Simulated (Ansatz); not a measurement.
## SnO₂: strain energy, fitted

SnO₂, P4_2/mnm, a = 4.723 Å, c = 3.190 Å. Ansatz: LDA, PAW, 420 eV, Γ-centred 6×6×8 mesh on 6 atoms, Gaussian smearing 0.02 eV; no spin polarisation. Series: strain along c alone, the other axes held, atoms relaxed; x is the strain in per cent. y is the free energy over the unstrained cell, V0 = 11.859 Å³/atom.

```
x (%) y (meV/atom)
 -6.0         64.60
 -4.0         27.74
 -2.0          6.74
  0.0          0.00
  2.0          6.05
  4.0         23.24
  6.0             ?
```

Problem. Fit y = c2 x² + c3 x³ to the other rows, turn c2 into a modulus, and predict the missing energy.

Solution. Least squares on the rows shown. y = 1.5906 x² − 0.034168 x³. In eV per unit strain² c2 is 15.91; this is C33 with relaxed ions (E = ½ C33 V0 ε²): 2 × 15.91 × 160.2 / (11.859) = 430 GPa. At x = 6.0 the fit asked for gives 49.88 meV/atom. The run gave 49.98 meV/atom, so the fit is 0.10 meV/atom too low, within twice the rms miss on the fitted rows (0.07 meV/atom).